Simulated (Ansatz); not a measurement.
Crystal: CuI (Marshite).

```xyz
2
Lattice="0.0000 3.0315 3.0315 3.0315 0.0000 3.0315 3.0315 3.0315 0.0000" Properties=species:S:1:pos:R:3 pbc="T T T"
I     0.0000    0.0000    0.0000
Cu    4.5473    4.5473    4.5473
```

Base run:

| Item | Value |
| --- | --- |
| Program | Ansatz 0.2.0 |
| Functional | PBEsol |
| Potentials or basis | Ansatz PAW |
| Cutoff | 420 eV |
| Density cutoff | 1680 eV |
| k mesh | 6 × 6 × 6 |
| Occupations | fermi-dirac, width 0.05 eV |
| Spin | spin-orbit coupling, no magnetisation |

Its results: band gap on the k mesh 0.85 eV, direct; pressure -2.5 GPa.

Question: The run is repeated on the same cell with these changes: functional from PBEsol to PBE. What comes out?

Answer: Band gap on the k mesh 0.97 eV, direct; pressure 0.4 GPa.

PBE binds less tightly than PBEsol, so the same cell stands under more pressure.

Caveats: the PAW data sets come from PBE, with cores solved anew for the run's functional, which leaves a small shift of forces and pressure (some runs).

Not every run made on this cell is shown here.
